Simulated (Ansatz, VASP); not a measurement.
# Two plane-wave programs on Hg

Contents of INCAR:

```
SYSTEM = Hg
  PREC = Accurate
  ENCUT = 520
  EDIFF = 1E-6
  ISMEAR = 1
  SIGMA = 0.2
  LREAL = .False.
  LASPH = .True.
  NELM = 60
  ALGO = Normal
  ISIF = 2
  LWAVE = .False.
  LCHARG = .True.
  GGA = PS
  LELF = .True.
  LVHAR = .True.
  NBANDS = 32
```

Contents of KPOINTS:

```
regular mesh
0
Gamma
  9 9 3
  0 0 0
```

Contents of POSCAR:

```
Hg
1.0
    3.4419410000      0.0000000000      0.0000000000
   -1.7209705000      2.9808083443      0.0000000000
    0.0000000000      0.0000000000     11.0623310000
Hg
4
Direct
    0.0000000000      0.0000000000      0.0000000000
    0.0000000000      0.0000000000      0.5000000000
    0.3333333333      0.6666666667      0.2500000000
    0.6666666667      0.3333333333      0.7500000000
```

Input for Ansatz:

```yaml
crystal:
  lattice:
    a: 3.441941
    b: 3.441941
    c: 11.062331
    alpha: 90.0
    beta: 90.0
    gamma: 120.0
  space_group: 194
  atoms:
    - { symbol: Hg, position: [0.0, 0.0, 0.0] }
    - { symbol: Hg, position: [0.3333333333333333, 0.6666666666666666, 0.25] }
kpoints:
  mp_grid:
    grid: [9, 9, 3]
hamiltonian:
  xc: pbesol
scf:
  convergence:
    dr2_threshold: 1.0e-09
  occupations:
    method: cold
    width: 0.2
output:
  forces: true
  stress: true
```

Alike in both runs: task single point; functional PBEsol; k mesh 9 × 9 × 3; no spin polarisation.

|  | VASP | Ansatz |
| --- | --- | --- |
| version | VASP 6.6.1 | Ansatz 0.2.0 |
| potentials or method | VASP PAW PBE potentials, release 64 (Hg) | plane waves, PAW |
| plane-wave cutoff (eV) | 520 | 420 |
| occupations | methfessel-paxton of order 1, width 0.2 eV | cold, width 0.2 eV |
| valence electrons in the cell | 48 | 80 |

```tsv
	VASP	Ansatz	Ansatz less VASP
pressure (GPa)	-2.5	-2.6	-0.07
largest component of the traceless stress (GPa)	0.10	0.20	+0.103
```

The two sets of potentials don't hold the same shells in valence. Ansatz warned: «stress_scf_threshold_loose».

Caveats: the PAW data sets were made with another functional, which shifts forces and pressure a little (VASP). The runs have no spin-orbit coupling, so splittings on Hg are missing.
